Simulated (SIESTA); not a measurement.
## CdS (Hawleyite) under changes of volume

One of the cells (24.808 Å³/atom); the others are scaled copies at fixed shape and fractional positions:

```
Cd S
1.0
     0.00000    2.91650    2.91650
     2.91650    0.00000    2.91650
     2.91650    2.91650    0.00000
Cd S
1 1
Cartesian
  0.0000 0.0000 0.0000
  4.3748 4.3748 4.3748
```

| Property | Result |
| --- | --- |
| Program | SIESTA 5.4.2 |
| Functional | PBEsol |
| Potentials or basis | PseudoDojo 0.4 standard (PBEsol files) |
| Basis | DZP (energy shift 0.003 Ry; two zetas on semicore shells) |
| Grid cutoff | 800 Ry |
| Energy shift | 0.003 Ry |
| k mesh | 8 × 8 × 8 |
| Occupations | fermi-dirac, width 0.05 eV |
| Spin | no spin polarisation |

```csv
volume (Å³/atom),energy over the lowest point (meV/atom),pressure (GPa),gap on the mesh (eV)
23.319,?,?,?
23.815,8.87,2.9,1.34
24.312,2.17,1.4,1.29
24.808,0.00,0.0,1.24
25.304,1.79,-1.2,1.18
25.800,7.10,-2.3,1.13
26.296,15.68,-3.2,1.08
```

Task: What does the run at 23.319 Å³/atom give?

Result: Energy over the lowest point 20.52 meV/atom; pressure 4.6 GPa; gap on the mesh 1.40 eV.

Worked out: A Birch-Murnaghan fit of order 3 (a polynomial in V^(-2/3)) to the other rows has its minimum at 24.82 Å³/atom with B0 = V·E''(V) = 64 GPa and B' = 4.6. It gives 20.51 meV/atom at 23.319 Å³/atom, against the run's 20.52, and -dE/dV = 4.6 GPa, against 4.6. A straight line through the other rows of the gap, of slope -2.65 eV per unit of ln V (its deformation potential), extrapolates to 1.40 eV, against the run's 1.40.

Energies are extrapolated to zero smearing.

Caveats: the basis of atomic orbitals isn't converged, which shifts pressures, moduli and gaps.

A mesh can miss the band edges. Spin-orbit coupling on Cd is left out.
